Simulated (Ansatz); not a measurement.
## Si2W under changes of volume

One of the cells (13.479 Å³/atom); the others are scaled copies at fixed shape and fractional positions:

```
CELL_PARAMETERS angstrom
-1.60690 1.60690 3.91495
1.60690 -1.60690 3.91495
1.60690 1.60690 -3.91495
ATOMIC_POSITIONS crystal
W 0.00000 0.00000 0.00000
Si 0.66530 0.66530 0.00000
Si 0.33470 0.33470 0.00000
```

- Program: Ansatz 0.2.0
- Functional: r2SCAN
- Potentials or basis: Ansatz PAW
- Cutoff: 500 eV (not typed: the program's choice for these potentials)
- k mesh: 12 × 12 × 12
- Occupations: fermi-dirac, width 0.05 eV
- Spin: no spin polarisation

| volume (Å³/atom) | energy over the lowest point (meV/atom) | pressure (GPa) | largest force (eV/Å) |
| --- | --- | --- | --- |
| 12.670 | 33.25 | 15.3 | 0.174 |
| 12.939 | 12.77 | 9.2 | 0.106 |
| 13.209 | ? | ? | ? |
| 13.479 | 0.00 | -1.2 | 0.020 |
| 13.748 | 5.83 | -5.6 | 0.079 |
| 14.018 | 18.69 | -9.6 | 0.134 |
| 14.287 | 37.87 | -13.1 | 0.186 |

What does the run at 13.209 Å³/atom give?

Energy over the lowest point 2.02 meV/atom; pressure 3.7 GPa; largest force 0.041 eV/Å.

Worked out: A Birch-Murnaghan fit of order 3 (a polynomial in V^(-2/3)) to the other rows has its minimum at 13.41 Å³/atom with B0 = V·E''(V) = 238 GPa and B' = 4.4 at fixed shape and positions, which overstates the stiffness. It gives 2.00 meV/atom at 13.209 Å³/atom, against the run's 2.02, and -dE/dV = 3.7 GPa, against 3.7.

Energies are extrapolated to zero smearing.

Caveats: the PAW data sets come from PBE, with cores solved anew for the run's functional, which leaves a small shift of forces and pressure.
